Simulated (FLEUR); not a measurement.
# LiCl: equation of state with PBEsol

LiCl:

```xyz
2
Lattice="0.0000 2.5648 2.5648 2.5648 0.0000 2.5648 2.5648 2.5648 0.0000" Properties=species:S:1:pos:R:3 pbc="T T T"
Cl    2.5648    2.5648    2.5648
Li    0.0000    0.0000    0.0000
```

- Program: FLEUR MaX-R8.1 (later development tree)
- Task: equation of state
- Functional: PBEsol
- Potentials or basis: all-electron
- Basis: FLAPW
- Kmax: 4.21 1/bohr
- k mesh: 9 × 9 × 9
- Occupations: fermi-dirac, width 0.05 eV
- Spin: no spin polarisation

| Quantity | Value |
| --- | --- |
| Equilibrium volume | 16.23 Å³/atom |
| Bulk modulus | 35 GPa |
| Pressure derivative of the bulk modulus | 4.3 |

Energy against volume, from the lowest point:
```
volume (Å³/atom)  energy (meV/atom)
          15.859               0.94
          16.196               0.00
          16.534               0.61
          16.871               2.62
          17.209               5.87
          17.546              10.22
          17.883              15.58
```
